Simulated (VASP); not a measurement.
# ZnH₂: screened Coulomb integrals of an active space by constrained RPA

ZnH₂, molecule in box, 3 atoms in the cell.

| Functional | Screened U within a state, mean (eV) | Screened U' between states, mean (eV) | Screened J (eV) | Bare U within a state, mean (eV) | Bare U' between states, mean (eV) | Time (s) |
|---|---|---|---|---|---|---|
| LDA | 7.76 | 6.55 | 0.22 | 9.63 | 7.67 | 105 |
| PBE | 7.75 | 6.51 | 0.21 | 9.61 | 7.61 | 101 |
| r2SCAN | 7.97 | 6.72 | 0.23 | 9.71 | 7.74 | 207 |
| HSE06 | 7.85 | 6.56 | 0.21 | 9.46 | 7.48 | 115 |

Limits: the periodic box is only 5.94 Å wide at its narrowest and no larger one was tried.

## Input of the first row

INCAR.step1:
```
ENCUT = 420
PREC = Accurate
ISMEAR = -1
SIGMA = 0.02
LASPH = T
EDIFF = 1E-7
GGA = CA
ALGO = Normal
NELM = 150
LWAVE = T
LCHARG = F
```

INCAR.step2, as INCAR.step1 but for:
```
- ALGO = Normal
- NELM = 150
+ ALGO = Exact
+ NELM = 1
+ NBANDS = 127
+ LOPTICS = T
```

INCAR.step3:
```
ENCUT = 420
PREC = Accurate
ISMEAR = -1
SIGMA = 0.02
LASPH = T
GGA = CA
ALGO = CRPA
NBANDS = 128
ENCUTGW = 90
PRECFOCK = Fast
LOCALIZED_BASIS = BLOCH
LWAVE = F
LCHARG = F
NCRPA_BANDS = 7 8
NTARGET_STATES = 7 8
```

KPOINTS:
```
k-points
0
Gamma
  1 1 1
```

POSCAR:
```
ZnH2
1.0
    6.1900000000      0.0000000000      0.0000000000
    0.0000000000      7.6900000000      0.0000000000
    0.0000000000      0.0000000000      5.9400000000
Zn H
1 2
Direct
    0.4999919100      0.5000000000      0.5000084200
    0.5960016200      0.6750065000      0.5791161600
    0.4039983800      0.3249935000      0.4208838400
```

Commands (each step's output is kept before the next begins):
```
cat potpaw_LDA.64/Zn_GW/POTCAR potpaw_LDA.64/H_GW/POTCAR > POTCAR
cp INCAR.step1 INCAR
mpirun -np 4 vasp_std > vasp.out
cp INCAR.step2 INCAR
mpirun -np 4 vasp_std > vasp.out
cp INCAR.step3 INCAR
mpirun -np 4 vasp_std > vasp.out
```

Changes of the last row against the first:
```
(all steps)
- GGA = CA
+ GGA = PE
+ LHFCALC = True
+ HFSCREEN = 0.2
- cat potpaw_LDA.64/Zn_GW/POTCAR potpaw_LDA.64/H_GW/POTCAR > POTCAR
+ cat potpaw_PBE.64/Zn_GW/POTCAR potpaw_PBE.64/H_GW/POTCAR > POTCAR
```

VASP 6.6.1 took 105 s on 4 cores (Intel Xeon Platinum 8488C (Sapphire Rapids)), a shared host.
